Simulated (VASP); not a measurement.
# NiO (F-43m) in VASP: a series of runs, part 2 of 2

VASP 6.6.1. Earlier steps stand in the parts before.

## (3) Density of states, PBEsol, collinear spin, ferromagnetic start

Contents of POSCAR:

```
NiO
1.0
    0.0000000000      2.2406300000      2.2406300000
    2.2406300000      0.0000000000      2.2406300000
    2.2406300000      2.2406300000      0.0000000000
Ni O
1 1
Direct
    0.0000000000      0.0000000000      0.0000000000
    0.7500000000      0.7500000000      0.7500000000
```

Contents of INCAR.step1:

```
PREC     = Accurate       # precision mode
ENCUT    = 520            # plane-wave cutoff, eV
EDIFF    = 1E-7           # SCF threshold, eV
ISMEAR   = 0              # smearing method
SIGMA    = 0.02           # smearing width, eV
LREAL    = F              # projectors in reciprocal space
LASPH    = T              # aspherical terms in the spheres
NELM     = 100            # most SCF steps
ALGO     = Normal         # electronic algorithm
ISIF     = 2              # what is computed and relaxed
LWAVE    = F              # write WAVECAR
LCHARG   = T              # write CHGCAR
ISPIN    = 2              # spin polarisation
MAGMOM   = 1 0            # initial moments
LMAXMIX  = 4              # l up to which the mixer works
GGA      = PS             # functional
```

Contents of KPOINTS.step1:

```
Automatic mesh
0
Gamma
  10 10 10
```

Contents of INCAR.step2:

```
PREC     = Accurate       # precision mode
ENCUT    = 520            # plane-wave cutoff, eV
EDIFF    = 1E-7           # SCF threshold, eV
ISMEAR   = -5             # smearing method
SIGMA    = 0.02           # smearing width, eV
LREAL    = F              # projectors in reciprocal space
LASPH    = T              # aspherical terms in the spheres
NELM     = 100            # most SCF steps
ALGO     = Normal         # electronic algorithm
ISIF     = 2              # what is computed and relaxed
LWAVE    = F              # write WAVECAR
LCHARG   = F              # write CHGCAR
ISPIN    = 2              # spin polarisation
MAGMOM   = 1 0            # initial moments
LORBIT   = 11             # projections on sites
LMAXMIX  = 4              # l up to which the mixer works
GGA      = PS             # functional
NEDOS    = 2001           # points of the DOS
ICHARG   = 11             # starting density
```

Contents of KPOINTS.step2:

```
Automatic mesh
0
Gamma
  15 15 15
```

Potentials or basis: VASP PAW PBE potentials, release 64 (Ni, O).

Launch:

```sh
$ cat potpaw_PBE.64/Ni/POTCAR potpaw_PBE.64/O/POTCAR > POTCAR
$ cp INCAR.step1 INCAR
$ cp KPOINTS.step1 KPOINTS
$ mpirun -np 1 vasp_std > vasp.out
$ cp INCAR.step2 INCAR
$ cp KPOINTS.step2 KPOINTS
$ mpirun -np 1 vasp_std > vasp.out
```

OUTCAR:

```text
PREC = Accurate
   ENCUT = 520
   EDIFF = 1E-7
   ISMEAR = -5
   LREAL = F
   LASPH = T
   NELM = 100
   ISIF = 2
   ISPIN = 2
   LORBIT = 11
   GGA = PS
   ICHARG = 11

 ion  position               nearest neighbor table
   1  0.000  0.000  0.000-   2 1.94   2 1.94   2 1.94   2 1.94
   2  0.750  0.750  0.750-   1 1.94   1 1.94   1 1.94   1 1.94

  LATTYP: Found a face centered cubic cell.
 ALAT       =     4.4812600000
[... 987 lines left out ...]
  in kB      -91.1765885    -91.1765885    -91.1765885      0.0000000      0.0000000      0.0000000
  external PRESSURE =     -91.1765885 kB  Pullay stress =       0.0000000 kB

 VOLUME and BASIS-vectors are now :
 -----------------------------------------------------------------------------
  energy-cutoff  :      520.00
  volume of cell :       22.50
      direct lattice vectors                 reciprocal lattice vectors
     0.000000000  2.240630000  2.240630000    -0.223151524  0.223151524  0.223151524
     2.240630000  0.000000000  2.240630000     0.223151524 -0.223151524  0.223151524
     2.240630000  2.240630000  0.000000000     0.223151524  0.223151524 -0.223151524

 POSITION                                       TOTAL-FORCE (eV/Angst)
 -----------------------------------------------------------------------------------
      0.00000      0.00000      0.00000        -0.000000      0.000000     -0.000000
      3.36095      3.36095      3.36095         0.000000     -0.000000      0.000000
 -----------------------------------------------------------------------------------
    total drift:                               -0.000000     -0.000000     -0.000000

  FREE ENERGIE OF THE ION-ELECTRON SYSTEM (eV)
  ---------------------------------------------------
  free  energy   TOTEN  =       -12.4671873283 eV

  energy  without entropy=      -12.4671873283  energy(sigma->0) =      -12.46718733

 total charge

# of ion       s       p       d       tot
------------------------------------------
    1        0.383   0.483   8.246   9.112
    2        1.552   3.394   0.000   4.946
--------------------------------------------------
tot          1.934   3.877   8.246  14.058

 magnetization (x)

# of ion       s       p       d       tot
------------------------------------------
    1        0.004   0.039   1.395   1.438
    2        0.016   0.329   0.000   0.344
--------------------------------------------------
tot          0.020   0.368   1.395   1.782
```

OUTCAR.step1:

```text
PREC = Accurate
   ENCUT = 520
   EDIFF = 1E-7
   ISMEAR = 0
   LREAL = F
   LASPH = T
[... 1010 lines left out ...]
 -----------------------------------------------------------------------------------
      0.00000      0.00000      0.00000        -0.000000      0.000000      0.000000
      3.36095      3.36095      3.36095         0.000000     -0.000000     -0.000000
 -----------------------------------------------------------------------------------
    total drift:                               -0.000000     -0.000000     -0.000000

  FREE ENERGIE OF THE ION-ELECTRON SYSTEM (eV)
  ---------------------------------------------------
  free  energy   TOTEN  =       -12.4650408123 eV

  energy  without entropy=      -12.4646798459  energy(sigma->0) =      -12.46486033
```

Run time: 23 s. Hardware: 1 thread of Intel Xeon 6975P-C (Granite Rapids), shared host; peak memory 0.18 GiB.

Results:

| Property | Result |
| --- | --- |
| Net moment | 1.80 μB per cell |
| Site moments | Ni +1.44; O +0.34 μB |
| Valence electrons inside the program's atomic spheres | Ni 9.11; O 4.95 |

Levels at points of the mesh, in eV from the Fermi level:
Spin up:
```
           k point  band 7  band 8  band 9  band 10  band 11  band 12
(0.00, 0.00, 0.00)    0.27    0.27    0.27     0.39    14.19    14.19
```
Spin down:
| k point | band 5 | band 6 | band 7 | band 8 | band 9 | band 10 |
| --- | --- | --- | --- | --- | --- | --- |
| (0.00, 0.00, 0.00) | -1.25 | -1.25 | 0.67 | 1.73 | 1.73 | 1.73 |

States per cell in windows of 0.5 eV (zero at the Fermi level; states under -8 eV left out):
```csv
from (eV),up,down,Ni1_d_up,Ni1_d_down,O2_p_up,O2_p_down,Ni1_p_up,Ni1_p_down
-8.0,0.00,0.00,0.00,0.00,0.00,0.00,0.00,0.00
-7.5,0.01,0.00,0.00,0.00,0.01,0.00,0.00,0.00
-7.0,0.74,0.00,0.12,0.00,0.32,0.00,0.03,0.00
-6.5,0.24,0.71,0.05,0.09,0.10,0.31,0.01,0.03
-6.0,1.39,0.25,0.46,0.04,0.63,0.11,0.05,0.01
-5.5,0.66,0.40,0.17,0.07,0.33,0.20,0.05,0.02
-5.0,0.00,1.56,0.00,0.42,0.00,0.79,0.00,0.08
-4.5,0.00,0.05,0.00,0.01,0.00,0.03,0.00,0.00
-4.0,0.00,0.00,0.00,0.00,0.00,0.00,0.00,0.00
-3.5,0.09,0.00,0.08,0.00,0.00,0.00,0.00,0.00
-3.0,0.68,0.00,0.60,0.00,0.01,0.00,0.01,0.00
-2.5,1.61,0.00,1.51,0.00,0.02,0.00,0.01,0.00
-2.0,0.61,0.42,0.50,0.35,0.06,0.00,0.01,0.01
-1.5,0.59,1.47,0.43,1.39,0.09,0.02,0.02,0.00
-1.0,0.87,0.61,0.58,0.52,0.20,0.04,0.03,0.01
-0.5,0.37,0.46,0.23,0.39,0.11,0.03,0.01,0.01
0.0,0.10,0.82,0.06,0.64,0.03,0.09,0.00,0.02
0.5,0.00,0.81,0.00,0.57,0.00,0.14,0.00,0.02
1.0,0.01,0.28,0.00,0.19,0.00,0.07,0.00,0.01
1.5,0.02,0.07,0.00,0.04,0.00,0.02,0.00,0.00
2.0,0.02,0.02,0.00,0.00,0.00,0.01,0.00,0.00
2.5,0.04,0.03,0.00,0.00,0.01,0.01,0.00,0.00
3.0,0.05,0.04,0.00,0.00,0.01,0.01,0.00,0.00
3.5,0.05,0.04,0.00,0.00,0.01,0.01,0.00,0.00
4.0,0.07,0.06,0.00,0.00,0.01,0.01,0.01,0.00
4.5,0.08,0.06,0.00,0.00,0.01,0.01,0.01,0.00
5.0,0.12,0.09,0.01,0.01,0.02,0.02,0.01,0.01
5.5,0.16,0.13,0.01,0.01,0.02,0.02,0.02,0.01
6.0,0.14,0.14,0.01,0.02,0.02,0.02,0.02,0.02
6.5,0.20,0.15,0.03,0.02,0.04,0.02,0.02,0.02
7.0,0.08,0.19,0.01,0.03,0.02,0.04,0.01,0.02
7.5,0.07,0.07,0.01,0.01,0.01,0.02,0.01,0.01
```

Caveat: the PAW data sets were made with another functional, which shifts forces and pressure a little; a cell with one magnetic atom can't hold antiferromagnetic order, which such compounds often take; semilocal functionals often make such compounds metallic where correlation or magnetic order opens a gap, which also shifts bond lengths; tetrahedron occupations give inexact forces and stress in metals.

## (4) Electric field gradients, PBEsol, collinear spin, ferromagnetic start

Contents of INCAR:

```
PREC     = Accurate       # precision mode
ENCUT    = 520            # plane-wave cutoff, eV
EDIFF    = 1E-8           # SCF threshold, eV
ISMEAR   = 0              # smearing method
SIGMA    = 0.02           # smearing width, eV
LREAL    = False          # projectors in reciprocal space
LASPH    = True           # aspherical terms in the spheres
NELM     = 150            # most SCF steps
ALGO     = Fast           # electronic algorithm
ISIF     = 2              # what is computed and relaxed
LWAVE    = False          # write WAVECAR
LCHARG   = False          # write CHGCAR
ISPIN    = 2              # spin polarisation
MAGMOM   = 1 0            # initial moments
LORBIT   = 11             # projections on sites
LMAXMIX  = 4              # l up to which the mixer works
GGA      = PS             # functional
LEFG     = True
```

Contents of KPOINTS:

```
Automatic mesh
0
Gamma
  10 10 10
```

POSCAR is that of step 3.

Potentials or basis: VASP PAW PBE potentials, release 64 (Ni, O).

Launch:

```sh
$ cat potpaw_PBE.64/Ni/POTCAR potpaw_PBE.64/O/POTCAR > POTCAR
$ mpirun -np 1 vasp_std > vasp.out
```

OUTCAR:

```text
PREC = Accurate
   ENCUT = 520
   EDIFF = 1E-8
   ISMEAR = 0
   LREAL = False
   LASPH = True
   NELM = 150
   ISIF = 2
   ISPIN = 2
   LORBIT = 11
   GGA = PS

 ion  position               nearest neighbor table
   1  0.000  0.000  0.000-   2 1.94   2 1.94   2 1.94   2 1.94
   2  0.750  0.750  0.750-   1 1.94   1 1.94   1 1.94   1 1.94

  LATTYP: Found a face centered cubic cell.
 ALAT       =     4.4812600000

  Lattice vectors:

 A1 = (   0.0000000000,   2.2406300000,   2.2406300000)
 A2 = (   2.2406300000,   0.0000000000,   2.2406300000)
 A3 = (   2.2406300000,   2.2406300000,   0.0000000000)

Analysis of symmetry for initial positions (statically):
=====================================================================
 Subroutine PRICEL returns:
 Original cell was already a primitive cell.

 Routine SETGRP: Setting up the symmetry group for a
 face centered cubic supercell.

 Subroutine GETGRP returns: Found 24 space group operations
 (whereof 24 operations were pure point group operations)
 out of a pool of 48 trial point group operations.

The static configuration has the point symmetry T_d .

Analysis of symmetry for dynamics (positions and initial velocities):
=====================================================================
 Subroutine PRICEL returns:
 Original cell was already a primitive cell.

 Routine SETGRP: Setting up the symmetry group for a
 face centered cubic supercell.

 Subroutine GETGRP returns: Found 24 space group operations
[... 947 lines left out ...]

 [... further k-points ...]
[... 5 lines left out ...]
  --------------------------------------------------------------------------------------
  -------------------------------------------------------------------------------------
  Total       -1.1472163     -1.1472163     -1.1472163     -0.0000000     -0.0000000     -0.0000000
  in kB      -81.6987552    -81.6987552    -81.6987552     -0.0000000     -0.0000000     -0.0000000
  external PRESSURE =     -81.6987552 kB  Pullay stress =       0.0000000 kB

 VOLUME and BASIS-vectors are now :
 -----------------------------------------------------------------------------
  energy-cutoff  :      520.00
  volume of cell :       22.50
      direct lattice vectors                 reciprocal lattice vectors
     0.000000000  2.240630000  2.240630000    -0.223151524  0.223151524  0.223151524
     2.240630000  0.000000000  2.240630000     0.223151524 -0.223151524  0.223151524
     2.240630000  2.240630000  0.000000000     0.223151524  0.223151524 -0.223151524

 POSITION                                       TOTAL-FORCE (eV/Angst)
 -----------------------------------------------------------------------------------
      0.00000      0.00000      0.00000         0.000000     -0.000000     -0.000000
      3.36095      3.36095      3.36095        -0.000000      0.000000      0.000000
 -----------------------------------------------------------------------------------
    total drift:                               -0.000000     -0.000000     -0.000000

  FREE ENERGIE OF THE ION-ELECTRON SYSTEM (eV)
  ---------------------------------------------------
  free  energy   TOTEN  =       -12.4650408002 eV

  energy  without entropy=      -12.4646809534  energy(sigma->0) =      -12.46486088

 Electric field gradients (V/A^2)
---------------------------------------------------------------------
 ion       V_xx      V_yy      V_zz      V_xy      V_xz      V_yz
---------------------------------------------------------------------
   1       0.000    -0.000    -0.000     0.002     0.002     0.002
   2      -0.000     0.000     0.000     0.001     0.001     0.001
---------------------------------------------------------------------

 Electric field gradients after diagonalization (V/A^2)
 (convention: |V_zz| > |V_xx| > |V_yy|)
----------------------------------------------------------------------
 ion       V_xx      V_yy      V_zz     asymmetry (V_yy - V_xx)/ V_zz
----------------------------------------------------------------------
   1      -0.002    -0.002     0.005       0.000
   2      -0.001    -0.001     0.002       0.000
----------------------------------------------------------------------

           NMR quadrupolar parameters

 Cq : quadrupolar parameter    Cq=e*Q*V_zz/h
 eta: asymmetry parameters     (V_yy - V_xx)/ V_zz
 Q  : nuclear electric quadrupole moment in mb (millibarn)
----------------------------------------------------------------------
 ion       Cq(MHz)       eta       Q (mb)
----------------------------------------------------------------------
   1       0.000       0.000       1.000
   2       0.000       0.000       1.000
----------------------------------------------------------------------

 total charge

# of ion       s       p       d       tot
------------------------------------------
    1        0.383   0.483   8.251   9.117
    2        1.552   3.389   0.000   4.941
--------------------------------------------------
tot          1.934   3.872   8.251  14.058

 magnetization (x)

# of ion       s       p       d       tot
------------------------------------------
    1        0.004   0.038   1.365   1.407
    2        0.015   0.320   0.000   0.336
--------------------------------------------------
tot          0.019   0.358   1.365   1.743
```

stdout:

```text
POSCAR found type information on POSCAR NiO
 POSCAR found :  2 types and       2 ions
 scaLAPACK will be used
 -----------------------------------------------------------------------------
|                                                                             |
|                                                                             |
|     You enforced a specific xc type in the INCAR file but a different       |
|     I HOPE YOU KNOW WHAT YOU ARE DOING!                                     |
|                                                                             |
 -----------------------------------------------------------------------------

 LDA part: xc-table for (Slater+PW92), standard interpolation
 POSCAR, INCAR and KPOINTS ok, starting setup
 FFT: planning ... GRIDC
 FFT: planning ... GRID_SOFT
 FFT: planning ... GRID
 WAVECAR not read
 entering main loop
WARNING in EDDRMM: call to ZHEGV failed, returncode =   8  4     13
WARNING in EDDRMM: call to ZHEGV failed, returncode =   8  4     13
ion   1

ion   2
```

Run time: 13 s. Hardware: 1 thread of Intel Xeon 6975P-C (Granite Rapids), shared host; peak memory 0.16 GiB.

What came out:

* Free energy: -12.4650 eV
* Pressure: -8.2 GPa
* Band gap on the k mesh: none (metal or under the smearing width)
* Net moment: 1.80 μB per cell
* Site moments: Ni +1.41; O +0.34 μB
* Valence electrons inside the program's atomic spheres: Ni 9.12; O 4.94

Levels at points of the mesh, in eV from the Fermi level:
Spin up:
```
           k point  band 6  band 7  band 8  band 9  band 10  band 11  band 12  band 13
(0.00, 0.00, 0.00)   -2.33    0.28    0.28    0.28     0.40    14.20    14.20    14.20
(0.50, 0.00, 0.00)   -2.25   -2.25   -0.55   -0.55     5.80     7.26    13.72    13.72
(0.50, 0.50, 0.00)   -2.05   -1.72   -1.72   -1.67     5.35     9.95    11.03    14.48
```
Spin down:
```
           k point  band 5  band 6  band 7  band 8  band 9  band 10
(0.00, 0.00, 0.00)   -1.24   -1.24    0.68    1.74    1.74     1.74
(0.50, 0.00, 0.00)   -1.06   -1.06   -0.78    0.84    0.84     6.08
(0.50, 0.50, 0.00)   -1.57   -0.93   -0.65   -0.14   -0.14     5.80
```

Electric field gradients, principal values (V/Å²):
```csv
atom,Vxx,Vyy,Vzz
1 Ni,-0.002,-0.002,0.005
2 O,-0.001,-0.001,0.002
```

Caveat: the PAW data sets were made with another functional, which shifts forces and pressure a little; a cell with one magnetic atom can't hold antiferromagnetic order, which such compounds often take; semilocal functionals often make such compounds metallic where correlation or magnetic order opens a gap, which also shifts bond lengths. With open d or f shells a metallic result of PBEsol can be an artefact of self-interaction; +U or a hybrid may open a gap.

## (5) Overview

```tsv
task	further INCAR settings	k mesh for the DOS	occupations for the DOS	gap on the mesh (eV)	pressure (GPa)	moment (μB)
optical spectrum	ALGO = Fast; EDIFF = 1e-07; NBANDS = 40	-	-	none	-8.2	1.80
density of states	ALGO = Normal; EDIFF = 1e-07	15 × 15 × 15	tetrahedron	-	-	1.80
electric field gradients	ALGO = Fast; EDIFF = 1e-08	-	-	none	-8.2	1.80
```

Alike in all rows: level PBEsol; potentials or basis VASP PAW PBE potentials, release 64 (Ni, O); spin collinear, ferromagnetic start; cell as given; k mesh 10 × 10 × 10; cutoff (eV) 520; smearing gaussian 0.02 eV.

Caveats: the PAW data sets were made with another functional, which shifts forces and pressure a little; a cell with one magnetic atom can't hold antiferromagnetic order, which such compounds often take; semilocal functionals often make such compounds metallic where correlation or magnetic order opens a gap, which also shifts bond lengths; spectra need much finer meshes, so this one isn't converged (some runs); independent-particle spectra lack excitons (some runs); the intraband (Drude) part of a metal's response may be missing (some runs); tetrahedron occupations give inexact forces and stress in metals (some runs).

Total energies depend on the potentials used, so only differences within one code and one set of settings carry meaning.
